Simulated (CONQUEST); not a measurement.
Runs of CONQUEST 1.3 on Na. The structure is hexagonal, space group P6_3/mmc (No. 194). The conventional cell has a = 3.767 Å, b = 3.767 Å, c = 6.154 Å, α = 90.00°, β = 90.00°, γ = 120.00°. Na (site symmetry -6m2) is surrounded by 12 Na at 3.77 Å. This isn't the form of Na at room conditions, which is bcc.

```csv
task,level,potentials or basis,spin,k mesh,smearing,other keys,gap on the mesh (eV),pressure (GPa),moment (μB),largest force (eV/Å)
single point,revPBE,"PseudoDojo NC PBE, SZ, grid cutoff 100 Ha",off,6 × 4 × 4,fermi-dirac 0.05 eV,-,none,(a),-,0.01
band structure,LDA,"PseudoDojo NC LDA, DZP, grid cutoff 80 Ha","collinear, antiferromagnetic start",5 × 3 × 3,fermi-dirac 0.05 eV,-,-,-,0.00,-
single point,RPBE,"PseudoDojo NC PBE, DZP, grid cutoff 80 Ha","collinear, ferrimagnetic start",7 × 5 × 4,fermi-dirac 0.05 eV,"several, not listed",none,-0.9,0.00,-
band structure,RPBE,"PseudoDojo NC PBE, DZP, grid cutoff 80 Ha","collinear, ferrimagnetic start",7 × 5 × 4,fermi-dirac 0.05 eV,"several, not listed",-,-,0.00,-
single point,LDA,"PseudoDojo NC LDA, DZP, grid cutoff 80 Ha","collinear, antiferromagnetic start",5 × 3 × 3,fermi-dirac 0.05 eV,-,none,-0.9,0.00,-
single point,B86bPBE,"PseudoDojo NC PBE, SZP, multi-site functions of range 6.5 bohr, grid cutoff 80 Ha",off,5 × 3 × 3,methfessel-paxton of order 1 0.05 eV,-,none,-1.2,-,0.02
```

Alike in all rows: cell as given.

Problem. Estimate the missing entries.

Solution. (a) 0.0.

Caveats: the basis of atomic orbitals isn't converged, which shifts pressures, moduli and gaps; the potentials were made for another functional, which shifts forces and pressure (some runs); the atomic basis is small (some runs); the box holds several primitive cells, so bands are folded and the points are those of the box's own zone (some runs); multi-site functions contract the basis, which raises the energy a little and makes forces and stress less exact (some runs).

A gap of «none» marks a metal or a gap under the smearing width.

Runs at the PBE level aren't shown here.
